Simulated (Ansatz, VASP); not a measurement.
**Te: VASP beside Ansatz**

Contents of INCAR:

```
ALGO = Normal
EDIFF = 1E-6
ENCUT = 520
GGA = CA
ISIF = 2
ISMEAR = 0
LASPH = T
LCHARG = F
LREAL = F
LWAVE = F
NBANDS = 16
NELM = 60
PREC = Accurate
SIGMA = 0.1
```

Contents of KPOINTS:

```
k-points
0
Gamma
  6 6 4
```

File POSCAR:

```
Te
1.0
    3.8202894300     -2.1482026000      0.0000000000
    3.8202894300      2.1482026000      0.0000000000
   -0.0942908700      0.0000000000      5.9760906500
Te
3
Direct
    0.6905533900      0.6905533900      0.6611905100
    0.3094466100      0.3094466100      0.3388094900
    0.0000000000      0.0000000000      0.0000000000
```

Input for Ansatz:

```yaml
crystal:
  lattice:
    - [3.82028943, -2.1482026, 0.0]
    - [3.82028943, 2.1482026, 0.0]
    - [-0.09429087, 0.0, 5.97609065]
  atoms:
    - { symbol: Te, position: [0.69055339, 0.69055339, 0.66119051] }
    - { symbol: Te, position: [0.30944661, 0.30944661, 0.33880949] }
    - { symbol: Te, position: [0.0, 0.0, 0.0] }
basis:
  ecutwfc: 420
kpoints:
  mp_grid: { grid: [6, 6, 4] }
hamiltonian:
  xc: lda
  pseudopotentials: { kind: paw, azcp: { folder: soft_1 } }
scf:
  occupations: { method: gaussian, width: 0.1 }
output:
  forces: true
  stress: true
  eigenvalues: true
```

This isn't the form of Te at room conditions, which is trigonal, of chains.

Alike in both runs: task single point; functional LDA; k mesh 6 × 6 × 4; occupations gaussian, width 0.1 eV; no spin polarisation.

|  | VASP | Ansatz |
| --- | --- | --- |
| version | VASP 6.6.1 | Ansatz 0.2.0 |
| potentials or method | VASP PAW LDA potentials, release 64 (Te) | scalar-relativistic, plane waves, PAW |
| plane-wave cutoff (eV) | 520 | 420 |
| valence electrons in the cell | 18 | 48 |

```csv
,VASP,Ansatz,Ansatz less VASP
gap on the k mesh at the Fermi level (eV),none,none,-
pressure (GPa),-2.8,-2.8,-0.06
largest component of the traceless stress (GPa),0.46,0.49,+0.033
rms of the force components (eV/Å),0.012,0.005,-0.0072
```

Atom by atom the forces differ by 0.007 eV/Å (rms over components). A gap of «none» marks a metal or a gap that the smearing closes. The two sets of potentials don't hold the same shells in valence. Ansatz warned: «pseudo_functional_mismatch».

Spin-orbit coupling is left out, which matters for the levels of Te.
